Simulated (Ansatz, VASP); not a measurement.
Ti: VASP beside Ansatz

```
CELL_PARAMETERS angstrom
2.89029 0.00000 0.00000
-1.44514 2.50306 0.00000
0.00000 0.00000 4.59115
ATOMIC_POSITIONS crystal
Ti 0.33333 0.66667 0.25000
Ti 0.66667 0.33333 0.75000
```

Change from the starting cell: volume scaled by 0.9405.

Alike in both runs: task single point; functional PBE; k mesh 13 × 13 × 7; occupations fermi-dirac, width 0.08 eV; no spin polarisation.

```csv
,VASP,Ansatz
version,VASP 6.6.1,Ansatz 0.2.0
potentials or method,"VASP PAW PBE potentials, release 64 (Ti_sv), cutoff 520 eV","all-electron LAPW, scalar-relativistic"
```

|  | VASP | Ansatz | Ansatz less VASP |
| --- | --- | --- | --- |
| pressure (GPa) | 5.4 | 5.7 | +0.30 |
| largest component of the traceless stress (GPa) | 0.14 | 0.14 | +0.004 |

Ansatz ran all-electron here, so the differences hold the error of VASP's frozen core and of both bases.
